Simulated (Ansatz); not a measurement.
A run of Ansatz 0.2.0 is set up as follows.

The input input.yaml:

```yaml
crystal:
  lattice:
    - [6.1535771931, -1.8834685, 0.0]
    - [6.1535771931, 1.8834685, 0.0]
    - [-1.9283261078, 0.0, 6.3289668713]
  atoms:
    - { symbol: Ti, position: [0.900071, 0.900071, 0.289602] }
    - { symbol: Ti, position: [0.195286, 0.195286, 0.283762] }
    - { symbol: Ti, position: [0.099929, 0.099929, 0.710398] }
    - { symbol: Ti, position: [0.804714, 0.804714, 0.716238] }
    - { symbol: O, position: [0.361931, 0.361931, 0.293397] }
    - { symbol: O, position: [0.2634885, 0.2634885, 0.6525] }
    - { symbol: O, position: [0.8671885, 0.8671885, 0.995291] }
    - { symbol: O, position: [0.7365115, 0.7365115, 0.3475] }
    - { symbol: O, position: [0.9416475, 0.9416475, 0.630021] }
    - { symbol: O, position: [0.1328115, 0.1328115, 0.004709] }
    - { symbol: O, position: [0.638069, 0.638069, 0.706603] }
    - { symbol: O, position: [0.0583525, 0.0583525, 0.369979] }
hamiltonian:
  xc: pbe
  pseudopotentials: { kind: paw }
  dispersion: d3bj
kpoints:
  mp_grid: { grid: [8, 8, 4] }
scf:
  occupations: { method: fermi_dirac, width: 0.05 }
output:
  forces: true
  stress: true
relax:
  f_tol: 0.01
  max_steps: 40
  cell: { stress_tol: 0.05 }
```

Potentials or basis: Ansatz PAW.

Launch:

```console
$ ansatz run input.yaml --threads 4 --pin off --max-ram 11264MiB --backend cpu --events-out ev --progress --plain --runs-dir out
```

**Question.** Estimate the relaxed volume.

**Answer.** 11.97 Å³/atom.

**Question.** Predict the band gap on the k mesh.

**Answer.** 2.81 eV.

**Question.** Predict the space group after relaxing (to 0.05 Å).

**Answer.** C2/m (No. 12).

**Question.** What does it give for the relaxed cell?

**Answer.** a = 6.383 Å, b = 6.383 Å, c = 6.589 Å, α = 106.27°, β = 106.27°, γ = 34.03°.

The path:
```
step  energy change (eV)  largest force (eV/Å)  volume (Å³)
   1              0.0000                0.1999       146.71
   2             -0.0445                0.0969       144.52
   3             -0.0515                0.0443       143.70
   4             -0.0514                0.0693       143.76
   5             -0.0522                0.0396       143.72
   6             -0.0522                0.0231       143.75
   7             -0.0523                0.0017       143.74
   8             -0.0417                0.0017       143.74
   9             -0.0421                0.0016       143.64
  10             -0.0417                0.0016       143.64
```

Caveat: the plane-wave basis is chosen anew once the cell has moved, so the energies of steps on either side of that aren't comparable; the pressure holds a Pulay correction of +0.7 GPa for the finite cutoff. A k mesh can miss the band edges.
